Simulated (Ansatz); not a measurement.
# CuO (P-1) in Ansatz: further runs

Aim: see how the results for CuO move with the level of theory and the settings. Levels: PBEsol+U, PBE. Tasks: relaxation of cell and atoms, single point.

All numbers are computed with Ansatz 0.2.0; they aren't measurements. Logs are shortened: lines on timing, memory, paths and dates and some standing lists are left out, and cuts for length are marked.

## 1. Starting point

The typed cell holds 4 atoms: a = 2.880 Å, b = 2.880 Å, c = 5.176 Å, α = 89.81°, β = 89.81°, γ = 89.22°.

The cell comes from a database or a generator and needn't be the stable form of this composition.

## 2. Relaxation of cell and atoms, PBEsol+U

Contents of input.yaml:

```yaml
crystal:
  lattice:
    - [2.8795009639, 0.0, 0.0]
    - [0.039072758, 2.8792794796, 0.0]
    - [0.0174953863, 0.0172449008, 5.1763391994]
  atoms:
    - { symbol: Cu, position: [0.0, 0.5, 0.0] }
    - { symbol: Cu, position: [0.5, 0.0, 0.5] }
    - { symbol: O, position: [0.99842397, 0.00167178, 0.7498871] }
    - { symbol: O, position: [0.00157603, 0.99832822, 0.2501129] }
hamiltonian:
  xc: pbesol
  pseudopotentials: { kind: paw }
  hubbard: { sites: [{ species: Cu, l: d, u_eff: 5.3 }] }
kpoints:
  mp_grid: { grid: [9, 9, 5] }
scf:
  occupations: { method: fermi_dirac, width: 0.05 }
output:
  forces: true
  stress: true
  eigenvalues: true
relax:
  f_tol: 0.01
  max_steps: 40
  cell: { stress_tol: 0.05 }
```

Potentials or basis: Ansatz PAW.

On the command line:

```
> ansatz run input.yaml --threads 2 --pin off --max-ram 5632MiB --backend cpu --events-out ev --progress --plain --runs-dir out
```

What it wrote:

```text
Warning: RAYON_NUM_THREADS=2 ignored (pool sized by the plan → 2); use --threads N
Cu: projections on atomic orbitals take those of the free atom [Ne] 3s2 3p6 3d10 4s1, of charge +0.00 (hamiltonian.pseudopotentials.projection_atoms); the dataset's partial waves leave at most 2.0e-6 of an orbital's norm unspanned inside its sphere
O: projections on atomic orbitals take those of the free atom [He] 2s2 2p4, of charge +0.00 (hamiltonian.pseudopotentials.projection_atoms); the dataset's partial waves leave at most 1.9e-8 of an orbital's norm unspanned inside its sphere
Engine: ansatz 0.2.0, aarch64-unknown-linux-gnu
Pseudopotentials: kind: paw
Pseudopotential: Cu, paw, valence charge 19, recommended cutoff 420 eV (normal), Cu.paw.azcp
Pseudopotential: O, paw, valence charge 6, recommended cutoff 420 eV (normal), O.paw.azcp
Functional definition: PBEsol
  exchange = pbesol_x
  correlation = pbesol_c
Crystal: 4 atoms, lattice volume = 42.916 Å³
Basis set: ecut = 420 eV, 827 PW (Γ), exchange–correlation on 40×40×72 points (8 copies of the dense FFT grid, shifted against one another)
Bands: 30, of which v1, the nominal top of the filled ones, is band 25 counted from 1 (24 counted from 0)
Symmetry: 2 space group operations
Space group: P-1 (ITA 2), of the structure as read, at distance tolerance 3.5e-5 Å
k-points: 203 of 405
Non-local potential: Cu, projectors of the file, l = 0: 3, l = 1: 2, l = 2: 3, l = 3: 1
Non-local potential: O, projectors of the file, l = 0: 2, l = 1: 2, l = 2: 1
PAW form: soft (Blöchl's): semilocal exchange-correlation on the pseudo side does not see the compensation charge
PAW frozen core: Cu, regenerated for the run's functional, and the local potential with it (the file was generated under x = pbe(κ = 0.804, μ = 0.2195149727645171), c = pbe(β = 0.06672455060314922))
PAW frozen core: O, regenerated for the run's functional, and the local potential with it (the file was generated under x = pbe(κ = 0.804, μ = 0.2195149727645171), c = pbe(β = 0.06672455060314922))
PAW one-centre angular grid: Cu, 590 points (default); XC on 64 Gauss nodes
PAW one-centre angular grid: O, 110 points (default); XC on 64 Gauss nodes
Initial density: superposition of atomic densities (chi_scale 0.1, normalization cell, long waves of neutral atoms under a Hubbard term (reshape's long-wave potential 0.00 eV rms, cloud 1.98 Å wide))
Initial wavefunctions: pseudopotential atomic-orbital guess
Functional: x = pbesol(κ = 0.804, μ = 0.12345679012345678), c = pbesol(β = 0.046)
SCF iter   1: F=—  HF=-14294.002240 eV  |F-HF|=—  |Δ(HF+E_count)|=         —  Δρ=8.12e-2  dr2=1.97e0  ethr=3.10e-3  ⟨swp⟩=5.3  Hψ=21219  notcnv=0
preconditioner: auto → Kerker (q_TF=auto, 2.799 Å⁻¹)  [metal: Δε(μ)=0.013 eV  Ē_g=12.610 eV  σ=0.050 eV  W_gap=0.06  n_scr=16 (ndim 8)  ℏωp=33.1 eV  f_vac=0.004  D(μ)=1.89/eV (n_scr^D=16)]
SCF iter   2: F=—  HF=-14294.036455 eV  |F-HF|=—  |Δ(HF+E_count)|=   3.42e-2  Δρ=6.31e-2  dr2=7.20e-1  ethr=3.10e-3  ⟨swp⟩=2.0  Hψ=10857  notcnv=0  defer=2
SCF iter   3: F=—  HF=-14294.047359 eV  |F-HF|=—  |Δ(HF+E_count)|=   1.09e-2  Δρ=2.04e-2  dr2=4.43e-2  ethr=1.44e-3  ⟨swp⟩=2.1  Hψ=11326  notcnv=0
SCF iter   4: F=—  HF=-14294.209054 eV  |F-HF|=—  |Δ(HF+E_count)|=   1.62e-1  Δρ=2.42e-2  dr2=1.37e-1  ethr=8.86e-5  ⟨swp⟩=2.0  Hψ=11807  notcnv=0
SCF iter   5: F=—  HF=-14294.192812 eV  |F-HF|=—  |Δ(HF+E_count)|=   1.62e-2  Δρ=2.65e-3  dr2=1.91e-3  ethr=8.86e-5  ⟨swp⟩=2.1  Hψ=11990  notcnv=0
SCF iter   6: F=—  HF=-14294.195898 eV  |F-HF|=—  |Δ(HF+E_count)|=   3.09e-3  Δρ=5.93e-3  dr2=1.06e-2  ethr=3.82e-6  ⟨swp⟩=2.0  Hψ=11724  notcnv=0
SCF iter   7: F=—  HF=-14294.194917 eV  |F-HF|=—  |Δ(HF+E_count)|=   9.80e-4  Δρ=1.17e-3  dr2=3.61e-4  ethr=3.82e-6  ⟨swp⟩=2.0  Hψ=9288  notcnv=0
SCF iter   8: F=—  HF=-14294.195024 eV  |F-HF|=—  |Δ(HF+E_count)|=   1.07e-4  Δρ=2.15e-4  dr2=2.22e-5  ethr=7.22e-7  ⟨swp⟩=2.3  Hψ=9001  notcnv=0
SCF iter   9: F=—  HF=-14294.195036 eV  |F-HF|=—  |Δ(HF+E_count)|=   1.19e-5  Δρ=8.85e-5  dr2=3.24e-6  ethr=4.45e-8  ⟨swp⟩=2.3  Hψ=9059  notcnv=0
SCF iter  10: F=—  HF=-14294.195037 eV  |F-HF|=—  |Δ(HF+E_count)|=   5.25e-7  Δρ=3.15e-5  dr2=3.32e-7  ethr=6.49e-9  ⟨swp⟩=2.1  Hψ=8957  notcnv=0
SCF iter  11: F=—  HF=-14294.195037 eV  |F-HF|=—  |Δ(HF+E_count)|=  2.69e-10  Δρ=2.21e-5  dr2=1.61e-7  ethr=2.00e-10  ⟨swp⟩=4.1  Hψ=20494  notcnv=0
SCF iter  12: F=-14294.195037 eV  HF=-14294.195037 eV  |F-HF|=1.12e-9  |Δ(HF+E_count)|=   1.43e-8  Δρ=1.74e-6  dr2=1.38e-9  ethr=2.00e-10  ⟨swp⟩=3.9  Hψ=17670  notcnv=0
[... 68 lines left out ...]
SCF iter   9: F=—  HF=-14294.201176 eV  |F-HF|=—  |Δ(HF+E_count)|=  7.04e-10  Δρ=5.84e-7  dr2=1.24e-10  ethr=5.83e-12  ⟨swp⟩=2.5  Hψ=9078  notcnv=0
SCF iter  10: F=-14294.201176 eV  HF=-14294.201176 eV  |F-HF|=3.64e-12  |Δ(HF+E_count)|=  9.09e-12  Δρ=1.74e-7  dr2=5.95e-12  ethr=1.00e-12  ⟨swp⟩=4.0  Hψ=18769  notcnv=0
SCF 6 converged in 10 iterations: F = -14294.201176 eV  dr2 = 5.95e-12
relax step   6: F+E_penalty+E_count = -14294.20117627 eV  Δ(F+E_penalty+E_count) = +2.312e-5 eV  max|allowed force component| = 7.608e-4 eV/Å  Δτ_max = 0.0004 Å  P = -0.011 GPa  Ω = 43.422 Å³  energy of the carried Pulay correction = -1.965e-4 eV  (10 SCF iters, accepted)
iter 1 solved again at ethr=8.06e-8 eV; its pass at ethr=3.10e-3 eV (dr2=4.03e-5 eV) is discarded
SCF iter   1: F=—  HF=-14294.201339 eV  |F-HF|=—  |Δ(HF+E_count)|=         —  Δρ=1.73e-5  dr2=1.37e-8  ethr=8.06e-8  ⟨swp⟩=3.0  Hψ=37639  notcnv=0
preconditioner: auto → LDOS  [metal: Δε(μ)=0.065 eV  Ē_g=12.208 eV  σ=0.050 eV  W_gap=0.31  n_scr=16 (ndim 8)  ℏωp=32.9 eV  f_vac=0.041  D(μ)=2.20/eV (n_scr^D=16)  β→1.0]
SCF iter   2: F=—  HF=-14294.201340 eV  |F-HF|=—  |Δ(HF+E_count)|=   1.13e-6  Δρ=7.68e-6  dr2=9.59e-9  ethr=2.74e-11  ⟨swp⟩=2.1  Hψ=11256  notcnv=0
SCF iter   3: F=—  HF=-14294.201340 eV  |F-HF|=—  |Δ(HF+E_count)|=   5.42e-9  Δρ=9.30e-6  dr2=1.64e-8  ethr=1.92e-11  ⟨swp⟩=2.0  Hψ=11189  notcnv=0
SCF iter   4: F=—  HF=-14294.201340 eV  |F-HF|=—  |Δ(HF+E_count)|=   4.98e-9  Δρ=2.18e-6  dr2=5.54e-10  ethr=1.92e-11  ⟨swp⟩=2.0  Hψ=10859  notcnv=0
SCF iter   5: F=—  HF=-14294.201340 eV  |F-HF|=—  |Δ(HF+E_count)|=  7.49e-10  Δρ=2.81e-6  dr2=2.30e-9  ethr=1.11e-12  ⟨swp⟩=2.0  Hψ=10663  notcnv=0
SCF iter   6: F=—  HF=-14294.201340 eV  |F-HF|=—  |Δ(HF+E_count)|=  2.35e-10  Δρ=5.62e-7  dr2=7.24e-11  ethr=1.11e-12  ⟨swp⟩=2.0  Hψ=9126  notcnv=0
SCF iter   7: F=-14294.201340 eV  HF=-14294.201340 eV  |F-HF|=5.46e-12  |Δ(HF+E_count)|=  5.46e-12  Δρ=1.41e-7  dr2=4.87e-12  ethr=1.00e-12  ⟨swp⟩=4.0  Hψ=18782  notcnv=0
SCF 7 converged in 7 iterations: F = -14294.201340 eV  dr2 = 4.87e-12
relax step   7: F+E_penalty+E_count = -14294.20133998 eV  Δ(F+E_penalty+E_count) = -1.637e-4 eV  max|allowed force component| = 7.440e-4 eV/Å  Δτ_max = 0.0000 Å  P = -0.008 GPa  Ω = 43.422 Å³  stress off target by 4.15e-2 GPa  SCF on the basis re-selected at this cell (its energy is not comparable with the rows above)  (7 SCF iters)
basis re-selected at this cell: Δ(F+E_penalty+E_count) = -1.637e-4 eV, ΔP = +0.003 GPa vs the last step (what re-selecting the basis moved, of the pressure what is left beyond the Pulay correction that the steps carried, after the strain that the cell walked since its last selection, with what the two solves' SCF thresholds leave and, on support functions, any second-order correction that the steps lacked; it is no measure of the basis error at this ecutwfc). This SCF's stress stands 4.15e-2 GPa from its target on what of the cell is left free (relax.cell.stress_tol is 5.00e-2 GPa) and its largest allowed force component is 7.44e-4 eV/Å (relax.f_tol is 1.00e-2 eV/Å): within both
SCF converged after 7 iterations
Free energy (F): -14294.201340 eV
Harris-Foulkes:  -14294.201340 eV  (|F-HF|=5.46e-12)
Internal energy: -14294.183220 eV  (E = F + TS)
E sigma→0 (E₀):  -14294.192280 eV
Entropy (-TS):   -0.018120 eV (-4.530 meV/atom)
Fermi energy:    10.475676 eV
--- Per-component energies (eV) ---
  E_band       = -946.047404
  E_kinetic    = 942.911064
  E_local      = -10106.121860  (includes V_loc(G=0)·N_el)
  E_nonlocal   = 890.716966
  E_hartree    = 4381.875241
  E_xc         = -319.806737
  E_vxc        = -412.586859  (∫ρ·V_xc dr)
  E_hubbard    = 2.143339  (on-site DFT+U / exact-exchange correction)
  E_vhub       = -46.140927  (the Hubbard potential's part of the band-sum identity)
  E_paw        = -3561.886962  (= ΣΔE_a)
  E_vpaw       = -978.581943  (= ΣTr[D̂ρ^β])
  E_aug_tail   = 0.005482  (compensation charges beyond the density's cutoff)
  E_ewald      = -6524.502733
  E_core_change = 0.482980  (= ΣΔE_core)
  E_smearing   = -0.018120  (= −TS)
  E_closure    = 0.000000  (closes the sum)
  Σ components = -14294.201340   (vs F -14294.201340, Δ=0.00e0)
--- Forces (eV/Å), atoms counted from 1 ---
  atom   1  Cu     0.00000000     0.00000000     0.00000000
  atom   2  Cu     0.00000000     0.00000000     0.00000000
  atom   3  O      0.00053534    -0.00074403     0.00067116
  atom   4  O     -0.00053534     0.00074403    -0.00067116
  max |Σ_I F_I| component: 0.00e0 eV/Å
--- Stress (GPa, compression-positive) ---
       -0.006439      -0.030051      -0.003763
       -0.030051      -0.014941      -0.002103
       -0.003763      -0.002103      -0.001453
  P = ⅓ Tr σ = -0.0076 GPa (-0.076 kbar)
--- Band table (eV; the first three rows and the last of 203) ---
  k-point 0: bands = ["-100.7532", "-100.7520", "-58.4015", "-58.4005", "-58.3870", "-58.3804", "-58.0933", "-58.0927", "-9.1043", "-7.6616", "2.0118", "4.6054", "4.6227", "5.4328", "5.6625", "5.9713", "6.5779", "6.6776", "6.6919", "6.7019", "7.3278", "7.3297", "7.6702", "8.2994", "11.2183", "11.2410", "12.2251", "17.0123", "18.3307", "24.2687"]
  k-point 1: bands = ["-100.7530", "-100.7519", "-58.4015", "-58.4005", "-58.3864", "-58.3810", "-58.0933", "-58.0927", "-8.9895", "-7.8302", "2.3857", "4.6606", "4.6757", "5.3172", "5.6921", "5.8504", "6.2804", "6.2833", "6.5874", "6.6682", "7.5910", "7.8218", "7.8294", "7.8986", "11.0486", "11.0689", "12.7624", "16.0838", "19.5878", "24.3852"]
  k-point 2: bands = ["-100.7528", "-100.7519", "-58.4015", "-58.4005", "-58.3849", "-58.3826", "-58.0933", "-58.0927", "-8.6708", "-8.2326", "3.3626", "4.5527", "4.7780", "4.7850", "5.7486", "5.7759", "5.8735", "5.8745", "6.6122", "6.6431", "7.4422", "7.4641", "8.3928", "8.3986", "10.7232", "10.7330", "13.8101", "14.9223", "21.6060", "23.7050"]
  k-point 202: bands = ["-100.7527", "-100.7519", "-58.4150", "-58.4014", "-58.3829", "-58.3820", "-58.1034", "-58.0938", "-8.3743", "-7.6521", "3.3797", "3.4517", "4.5108", "4.6808", "5.6306", "6.0242", "6.1430", "6.2981", "6.4861", "6.5848", "6.9918", "7.5652", "7.8568", "8.3739", "10.3821", "11.0270", "15.0381", "16.4956", "18.6343", "21.5131"]
Occupation matrices written to <dir>
--- Relaxed structure (5 steps of the walk, 5 accepted, 2 SCFs on fresh bases) ---
  F+E_penalty+E_count = -14294.20133998 eV   max|allowed force component| = 7.440e-4 eV/Å   (the final SCF, on the basis selected at the relaxed cell)
  cell:  # Å, volume = 43.4220 Å³
    - [2.9128311379359944, -0.007317061889684639, -0.0008761747104894181]
    - [0.03220852542167317, 2.9128453946252586, -0.0007737859536097585]
    - [0.016079017530970453, 0.01603234443652801, 5.117574088113]
  atoms:
    - { symbol: Cu, position: [-1.6644197413547002e-19, 0.5, 0.0] }
    - { symbol: Cu, position: [0.5000000000000001, 4.336808689942018e-19, 0.5] }
    - { symbol: O, position: [0.9988058604645007, 0.001233848239667698, 0.7499942765430367] }
    - { symbol: O, position: [0.0011941395354989018, 0.998766151760332, 0.2500057234569633] }
```

It took 71 s on 2 threads of Arm Neoverse V1, shared host; peak memory 0.63 GiB.

Results:

* Free energy: -14294.2013 eV
* Relaxed volume: 10.86 Å³/atom
* Relaxed cell: a = 2.913 Å, b = 2.913 Å, c = 5.118 Å, α = 89.83°, β = 89.84°, γ = 89.51°
* Space group after relaxing (to 0.05 Å): P4_2/mmc (No. 131)
* Energy gained by relaxing: 1.6 meV/atom
* Ionic steps: 7
* Pressure after relaxing: 0.0 GPa
* Band gap on the k mesh: none (metal or under the smearing width)

The path:
```tsv
step	energy change (eV)	largest force (eV/Å)	volume (Å³)
1	0.0000	0.0097	42.92
2	-0.0035	0.0069	43.16
3	-0.0039	0.0035	43.38
4	-0.0063	0.0034	43.38
5	-0.0062	0.0018	43.41
6	-0.0061	0.0012	43.42
7	-0.0063	0.0011	43.42
```

Final structure:
```
CELL_PARAMETERS angstrom
2.91283 -0.00732 -0.00088
0.03221 2.91285 -0.00077
0.01608 0.01603 5.11757
ATOMIC_POSITIONS crystal
Cu 0.00000 0.50000 0.00000
Cu 0.50000 0.00000 0.50000
O 0.99881 0.00123 0.74999
O 0.00119 0.99877 0.25001
```

Eigenvalues of the final occupation matrices:
```csv
site,spin,trace,eigenvalues
site 1,1,4.76,0.80 0.97 0.99 0.99 1.00
site 2,1,4.76,0.80 0.97 0.99 0.99 1.00
```

Caveat: the plane-wave basis is chosen anew once the cell has moved, so the energies of steps on either side of that aren't comparable; the pressure holds a Pulay correction of +0.7 GPa for the finite cutoff; the run has no spin polarisation, though such a crystal can be magnetic; U without spin polarisation on a metal has little footing; the PAW data sets come from PBE, with cores solved anew for the run's functional, which leaves a small shift of forces and pressure.

## 3. Single point, PBE

Edit input.yaml of step 2 so:

```diff
@@ -11,5 +11,4 @@
 hamiltonian:
-  xc: pbesol
+  xc: pbe
   pseudopotentials: { kind: paw }
-  hubbard: { sites: [{ species: Cu, l: d, u_eff: 5.3 }] }
 kpoints:
@@ -18,2 +17,4 @@
   occupations: { method: fermi_dirac, width: 0.05 }
+basis:
+  ecutwfc: "250 eV"
 output:
@@ -22,5 +23 @@
   eigenvalues: true
-relax:
-  f_tol: 0.01
-  max_steps: 40
-  cell: { stress_tol: 0.05 }
```

Potentials or basis: Ansatz PAW.

On the command line:

```
> ansatz run input.yaml --threads 2 --pin off --max-ram 5632MiB --backend cpu --events-out ev --progress --plain --runs-dir out
```

Wall time 4.3 s (2 threads of Arm Neoverse V1, shared host); peak memory 0.37 GiB.

Results (log left out):

```
Free energy            : -14374.2316 eV
Pressure               : 3.7 GPa
Largest force          : 0.013 eV/Å
Band gap on the k mesh : none (metal or under the smearing width)
```

Forces on the atoms (eV/Å):
```
Cu   0.000  0.000  0.000
Cu   0.000  0.000  0.000
O    0.004 -0.005  0.011
O   -0.004  0.005 -0.011
```

Stress tensor (GPa, compression positive):
```
 6.36 -0.23 -0.11
-0.23  6.30 -0.09
-0.11 -0.09 -1.50
```

Levels at points of the mesh, in eV from the Fermi level:
| k point | band 22 | band 23 | band 24 | band 25 | band 26 | band 27 | band 28 | band 29 |
| --- | --- | --- | --- | --- | --- | --- | --- | --- |
| (0.00, 0.00, 0.00) | -2.55 | -2.46 | -2.16 | 0.54 | 0.58 | 1.55 | 6.41 | 7.57 |

Caveat: the pressure holds a Pulay correction of +174.5 GPa for the finite cutoff; the run has no spin polarisation, though such a crystal can be magnetic; semilocal functionals often make such compounds metallic where correlation or magnetic order opens a gap, which also shifts bond lengths; the cutoff lies under the one recommended for these potentials.
